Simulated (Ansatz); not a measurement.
# Bi (Im-3m) in Ansatz: reference runs

How does Bi come out in PBE? The cell is run as given and disturbed.

Everything below comes from runs of Ansatz 0.2.0. Logs are shortened: lines on timing, memory, paths and dates and some standing lists are left out, and cuts for length are marked.

## (1) The structure

It takes space group Im-3m (No. 229, cubic). The conventional cell has a = 3.963 Å, b = 3.963 Å, c = 3.963 Å, α = 90.00°, β = 90.00°, γ = 90.00°. Around Bi (site symmetry m-3m) lie 8 Bi at 3.43 Å.

This isn't the form of Bi at room conditions, which is rhombohedral.

## (2) Single point, PBE

input.yaml

```yaml
crystal:
  lattice:
    - [-1.9814305318, 1.9814305318, 1.9814305318]
    - [1.9814305318, -1.9814305318, 1.9814305318]
    - [1.9814305318, 1.9814305318, -1.9814305318]
  atoms:
    - { symbol: Bi, position: [0.0, 0.0, 0.0] }
hamiltonian:
  xc: pbe
  pseudopotentials: { kind: paw }
kpoints:
  mp_grid: { grid: [9, 9, 9] }
scf:
  occupations: { method: fermi_dirac, width: 0.05 }
output:
  forces: true
  stress: true
  eigenvalues: true
```

Potentials or basis: Ansatz PAW.

Started as:

```
ansatz run input.yaml --threads 1 --pin off --max-ram 2560MiB --backend cpu --events-out ev --progress --plain --runs-dir out
```

The log of the run:

```text
Warning: RAYON_NUM_THREADS=1 ignored (pool sized by the plan → 1); use --threads N
Engine: ansatz 0.2.0, aarch64-unknown-linux-gnu
Pseudopotentials: kind: paw
Pseudopotential: Bi, paw, valence charge 15, recommended cutoff 420 eV (normal), Bi.paw.azcp
Functional definition: PBE
  parameter kappa = 0.804
  parameter beta = 0.06672455060314922
  exchange = pbe_x(kappa = kappa, mu = beta*pi^2/3)
  correlation = pbe_c(beta = beta)
Crystal: 1 atoms, lattice volume = 31.117 Å³
Basis set: ecut = 420 eV, 603 PW (Γ), exchange–correlation on 48×48×48 points (8 copies of the dense FFT grid, shifted against one another)
Bands: 12, of which v1, the nominal top of the filled ones, is band 8 counted from 1 (7 counted from 0)
Symmetry: 48 space group operations
Space group: Im-3m (ITA 229), of the structure as read, at distance tolerance 3.1e-5 Å
k-points: 35 of 729
Non-local potential: Bi, projectors of the file, l = 0: 2, l = 1: 2, l = 2: 2, l = 3: 2
PAW form: soft (Blöchl's): semilocal exchange-correlation on the pseudo side does not see the compensation charge
PAW one-centre angular grid: Bi, 590 points (default); XC on 64 Gauss nodes
Initial density: superposition of atomic densities (neutral atoms: chi_scale 0, normalization atom), corrected by the library's trained network
Initial wavefunctions: pseudopotential atomic-orbital guess
Functional: x = pbe(κ = 0.804, μ = 0.2195149727645171), c = pbe(β = 0.06672455060314922)
SCF iter   1: F=—  HF=-12396.433728 eV  |F-HF|=—  |Δ(HF+E_count)|=         —  Δρ=8.11e-4  dr2=1.75e-4  ethr=1.77e-3  ⟨swp⟩=5.8  Hψ=2467  notcnv=0
preconditioner: auto → Kerker (q_TF=auto, 2.416 Å⁻¹)  [metal: Δε(μ)=0.211 eV  Ē_g=24.147 eV  σ=0.050 eV  W_gap=0.49  n_scr=12 (ndim 8)  ℏωp=25.8 eV  f_vac=0.000  D(μ)=0.54/eV (n_scr^D=0)]
SCF iter   2: F=—  HF=-12396.433174 eV  |F-HF|=—  |Δ(HF+E_count)|=   5.54e-4  Δρ=4.29e-4  dr2=2.94e-5  ethr=1.17e-6  ⟨swp⟩=2.6  Hψ=1040  notcnv=0
SCF iter   3: F=—  HF=-12396.433227 eV  |F-HF|=—  |Δ(HF+E_count)|=   5.21e-5  Δρ=2.31e-4  dr2=1.12e-5  ethr=1.96e-7  ⟨swp⟩=1.2  Hψ=435  notcnv=0
SCF iter   4: F=—  HF=-12396.433234 eV  |F-HF|=—  |Δ(HF+E_count)|=   7.33e-6  Δρ=4.59e-5  dr2=5.09e-7  ethr=7.44e-8  ⟨swp⟩=2.0  Hψ=481  notcnv=0
iter 5 did not close the SCF: its close was put off for the readings that it lacked (scf_convergence_deferred on its scf_iter line)
SCF iter   5: F=-12396.433234 eV  HF=-12396.433234 eV  |F-HF|=4.87e-9  |Δ(HF+E_count)|=   9.54e-8  Δρ=6.58e-6  dr2=1.02e-8  ethr=3.39e-9  ⟨swp⟩=2.3  Hψ=631  notcnv=0
SCF iter   6: F=-12396.433234 eV  HF=-12396.433234 eV  |F-HF|=2.06e-10  |Δ(HF+E_count)|=   8.54e-9  Δρ=1.03e-6  dr2=1.61e-10  ethr=6.79e-11  ⟨swp⟩=4.4  Hψ=1908  notcnv=0
SCF 1 converged in 6 iterations: F = -12396.433234 eV  dr2 = 1.61e-10
SCF converged after 6 iterations
Free energy (F): -12396.433234 eV
Harris-Foulkes:  -12396.433234 eV  (|F-HF|=2.06e-10)
Internal energy: -12396.429127 eV  (E = F + TS)
E sigma→0 (E₀):  -12396.431180 eV
Entropy (-TS):   -0.004107 eV (-4.107 meV/atom)
Fermi energy:    11.777755 eV
--- Per-component energies (eV) ---
  E_band       = -82.068813
  E_kinetic    = 302.059791
  E_local      = -1398.874674  (includes V_loc(G=0)·N_el)
  E_nonlocal   = 559.895184
  E_hartree    = 442.602831
  E_xc         = -151.426855
  E_vxc        = -144.417859  (∫ρ·V_xc dr)
  E_paw        = -10663.019126  (= ΣΔE_a)
  E_vpaw       = -285.936761  (= ΣTr[D̂ρ^β])
  E_aug_tail   = -0.000435  (compensation charges beyond the density's cutoff)
  E_ewald      = -1487.665842
  E_smearing   = -0.004107  (= −TS)
  E_closure    = -0.000000  (closes the sum)
  Σ components = -12396.433234   (vs F -12396.433234, Δ=0.00e0)
--- Forces (eV/Å), atoms counted from 1 ---
  atom   1  Bi    -0.00000000     0.00000000    -0.00000000
  max |Σ_I F_I| component: 2.88e-31 eV/Å
--- Stress (GPa, compression-positive) ---
        0.865413       0.000000       0.000000
        0.000000       0.865413      -0.000000
       -0.000000      -0.000000       0.865413
  P = ⅓ Tr σ = 0.8654 GPa (8.654 kbar)
--- Band table (eV; the first three rows and the last of 35) ---
  k-point 0: bands = ["-11.2890", "-11.2890", "-11.2890", "-11.1604", "-11.1604", "-1.7574", "16.8758", "16.8758", "16.8758", "20.9041", "22.2122", "22.2122"]
  k-point 1: bands = ["-11.2936", "-11.2811", "-11.2647", "-11.1658", "-11.1614", "-1.5325", "14.8667", "16.2332", "16.6738", "20.5547", "21.3040", "21.9602"]
  k-point 2: bands = ["-11.3053", "-11.2653", "-11.2027", "-11.1758", "-11.1637", "-0.8746", "11.7459", "15.0176", "16.1543", "19.1108", "20.3296", "22.1231"]
  k-point 34: bands = ["-11.2954", "-11.2910", "-11.1041", "-11.1041", "-11.1024", "3.2089", "9.7766", "10.0862", "10.0862", "15.3717", "15.9857", "26.7627"]
```

Run time: 0.71 s. Hardware: 1 thread of Arm Neoverse V2, shared host; peak memory 0.26 GiB.

Results:

* Free energy: -12396.4332 eV
* Pressure: 0.9 GPa
* Band gap on the k mesh: none (metal or under the smearing width)

Caveat: spin-orbit coupling is left out, which moves the levels of the heavy elements.

## (3) Single point, PBE (cell strained at random at fixed volume)

input.yaml

```yaml
crystal:
  lattice:
    - [-2.051092, 1.932264, 1.963721]
    - [2.009132, -1.95414, 1.943637]
    - [2.069958, 1.973006, -1.985597]
  atoms:
    - { symbol: Bi, position: [-0.013777, -0.017305, -0.019666] }
hamiltonian:
  xc: pbe
  pseudopotentials: { kind: paw }
kpoints:
  mp_grid: { grid: [9, 9, 9] }
scf:
  occupations: { method: fermi_dirac, width: 0.05 }
output:
  forces: true
  stress: true
  eigenvalues: true
```

Potentials or basis: Ansatz PAW.

Started as:

```
ansatz run input.yaml --threads 1 --pin off --max-ram 2560MiB --backend cpu --events-out ev --progress --plain --runs-dir out
```

The log of the run:

```text
Warning: RAYON_NUM_THREADS=1 ignored (pool sized by the plan → 1); use --threads N
[... 8 set-up lines as earlier in the session ...]
Crystal: 1 atoms, lattice volume = 31.117 Å³
Basis set: ecut = 420 eV, 617 PW (Γ), exchange–correlation on 48×48×48 points (8 copies of the dense FFT grid, shifted against one another)
Bands: 12, of which v1, the nominal top of the filled ones, is band 8 counted from 1 (7 counted from 0)
Symmetry: 2 space group operations
Space group: P-1 (ITA 2), of the structure as read, at distance tolerance 3.1e-5 Å
k-points: 365 of 729
[... 6 set-up lines as earlier in the session ...]
SCF iter   1: F=—  HF=-12396.428052 eV  |F-HF|=—  |Δ(HF+E_count)|=         —  Δρ=8.35e-4  dr2=1.78e-4  ethr=1.77e-3  ⟨swp⟩=5.8  Hψ=25784  notcnv=0
preconditioner: auto → Kerker (q_TF=auto, 2.416 Å⁻¹)  [metal: Δε(μ)=0.022 eV  Ē_g=24.156 eV  σ=0.050 eV  W_gap=0.11  n_scr=12 (ndim 8)  ℏωp=25.8 eV  f_vac=0.000  D(μ)=0.63/eV (n_scr^D=0)]
SCF iter   2: F=—  HF=-12396.427512 eV  |F-HF|=—  |Δ(HF+E_count)|=   5.40e-4  Δρ=4.36e-4  dr2=3.22e-5  ethr=1.19e-6  ⟨swp⟩=2.7  Hψ=10759  notcnv=0  defer=5
SCF iter   3: F=—  HF=-12396.427528 eV  |F-HF|=—  |Δ(HF+E_count)|=   1.68e-5  Δρ=2.35e-4  dr2=1.15e-5  ethr=2.15e-7  ⟨swp⟩=1.3  Hψ=4656  notcnv=0  defer=5
SCF iter   4: F=—  HF=-12396.427536 eV  |F-HF|=—  |Δ(HF+E_count)|=   7.58e-6  Δρ=3.92e-5  dr2=3.89e-7  ethr=7.69e-8  ⟨swp⟩=2.0  Hψ=5166  notcnv=0  defer=5
iter 5 did not close the SCF: its close was put off for the readings that it lacked (scf_convergence_deferred on its scf_iter line)
SCF iter   5: F=-12396.427536 eV  HF=-12396.427536 eV  |F-HF|=9.91e-10  |Δ(HF+E_count)|=   2.39e-8  Δρ=7.99e-6  dr2=1.67e-8  ethr=2.60e-9  ⟨swp⟩=2.3  Hψ=6768  notcnv=0  defer=5
SCF iter   6: F=-12396.427536 eV  HF=-12396.427536 eV  |F-HF|=3.06e-10  |Δ(HF+E_count)|=   5.50e-9  Δρ=1.34e-6  dr2=4.06e-10  ethr=1.12e-10  ⟨swp⟩=4.3  Hψ=20236  notcnv=0
SCF 1 converged in 6 iterations: F = -12396.427536 eV  dr2 = 4.06e-10
SCF converged after 6 iterations
Free energy (F): -12396.427536 eV
Harris-Foulkes:  -12396.427536 eV  (|F-HF|=3.06e-10)
Internal energy: -12396.422689 eV  (E = F + TS)
E sigma→0 (E₀):  -12396.425113 eV
Entropy (-TS):   -0.004847 eV (-4.847 meV/atom)
Fermi energy:    11.798222 eV
--- Per-component energies (eV) ---
  E_band       = -82.093984
  E_kinetic    = 302.057138
  E_local      = -1399.123296  (includes V_loc(G=0)·N_el)
  E_nonlocal   = 559.907217
  E_hartree    = 442.711216
  E_xc         = -151.427037
  E_vxc        = -144.417797  (∫ρ·V_xc dr)
  E_paw        = -10663.020919  (= ΣΔE_a)
  E_vpaw       = -285.939349  (= ΣTr[D̂ρ^β])
  E_aug_tail   = -0.000435  (compensation charges beyond the density's cutoff)
  E_ewald      = -1487.526573
  E_smearing   = -0.004847  (= −TS)
  E_closure    = 0.000000  (closes the sum)
  Σ components = -12396.427536   (vs F -12396.427536, Δ=0.00e0)
--- Forces (eV/Å), atoms counted from 1 ---
  atom   1  Bi     0.00000000     0.00000000     0.00000000
  max |Σ_I F_I| component: 0.00e0 eV/Å
--- Stress (GPa, compression-positive) ---
        0.182928      -0.114451       0.420677
       -0.114451       1.254135       0.109993
        0.420677       0.109993       1.244494
  P = ⅓ Tr σ = 0.8939 GPa (8.939 kbar)
--- Band table (eV; the first three rows and the last of 365) ---
  k-point 0: bands = ["-11.3041", "-11.2970", "-11.2712", "-11.1700", "-11.1570", "-1.7606", "16.6171", "16.9453", "17.0231", "20.8491", "21.8992", "22.3570"]
  k-point 1: bands = ["-11.2999", "-11.2911", "-11.2546", "-11.1735", "-11.1596", "-1.5417", "14.7265", "16.2948", "16.7536", "20.5676", "21.5170", "21.9960"]
  k-point 2: bands = ["-11.3097", "-11.2704", "-11.2011", "-11.1817", "-11.1639", "-0.9016", "11.6152", "15.1529", "16.2908", "19.2613", "20.5708", "22.0297"]
  k-point 364: bands = ["-11.3029", "-11.2664", "-11.1750", "-11.1685", "-11.1319", "0.5191", "8.9880", "12.2586", "13.1108", "20.7576", "21.9618", "24.0229"]
```

Wall time 5.9 s (1 thread of Arm Neoverse V2, shared host); peak memory 0.39 GiB.

Results:

```
Free energy            : -12396.4275 eV
Pressure               : 0.9 GPa
Band gap on the k mesh : none (metal or under the smearing width)
```

Levels at points of the mesh, in eV from the Fermi level:
```csv
k point,band 6,band 7,band 8,band 9,band 10,band 11
"(0.00, 0.00, 0.00)",-13.56,4.82,5.15,5.22,9.05,10.10
```

Caveat: spin-orbit coupling is left out, which moves the levels of the heavy elements.
